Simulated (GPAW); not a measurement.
Ge:

```
CELL_PARAMETERS angstrom
3.99759 0.00000 0.00000
-1.99879 3.46201 0.00000
0.00000 0.00000 6.59938
ATOMIC_POSITIONS crystal
Ge 0.33333 0.66667 0.93710
Ge 0.66667 0.33333 0.43710
Ge 0.33333 0.66667 0.56290
Ge 0.66667 0.33333 0.06290
```

This isn't the form of Ge at room conditions, which is diamond.

| Quantity | Value |
| --- | --- |
| Program | GPAW 26.7.0 |
| Task | relaxation of cell and atoms |
| Functional | RPBE |
| Potentials or basis | the program's PAW data sets (release 1.2.1) made for this functional |
| Cutoff | 600 eV |
| Basis | pw |
| k mesh | 6 × 6 × 3 |
| Occupations | fermi-dirac, width 0.05 eV |
| Spin | no spin polarisation |

At the start: pressure 5.0 GPa; volume 22.83 Å³/atom.

How do energy, volume and symmetry change on relaxing?

Over 5 steps the energy falls by 28.1 meV/atom and the volume is 24.69 Å³/atom (+8.1 %); space group P6_3/mmc (No. 194, to 0.05 Å).

Step by step:
```tsv
step	energy change (eV)	largest force (eV/Å)	pressure (GPa)	volume (Å³)
1	0.0000	0.0232	5.02	91.33
2	-0.0210	0.0146	4.48	92.04
3	-0.1119	0.0651	0.09	98.56
4	-0.1121	0.0461	0.02	98.69
5	-0.1123	0.0074	-0.03	98.77
```

Final structure:
```cif
data_structure
_symmetry_space_group_name_H-M 'P 1'
_symmetry_Int_Tables_number 1
_cell_length_a 4.1068
_cell_length_b 4.1068
_cell_length_c 6.7622
_cell_angle_alpha 90.000
_cell_angle_beta 90.000
_cell_angle_gamma 120.000
_cell_volume 98.77
loop_
_atom_site_label
_atom_site_type_symbol
_atom_site_fract_x
_atom_site_fract_y
_atom_site_fract_z
_atom_site_occupancy
Ge1 Ge 0.33333 0.66667 0.93717 1
Ge2 Ge 0.66667 0.33333 0.43717 1
Ge3 Ge 0.33333 0.66667 0.56283 1
Ge4 Ge 0.66667 0.33333 0.06283 1
```

Caveat: later steps reuse the first step's grids.
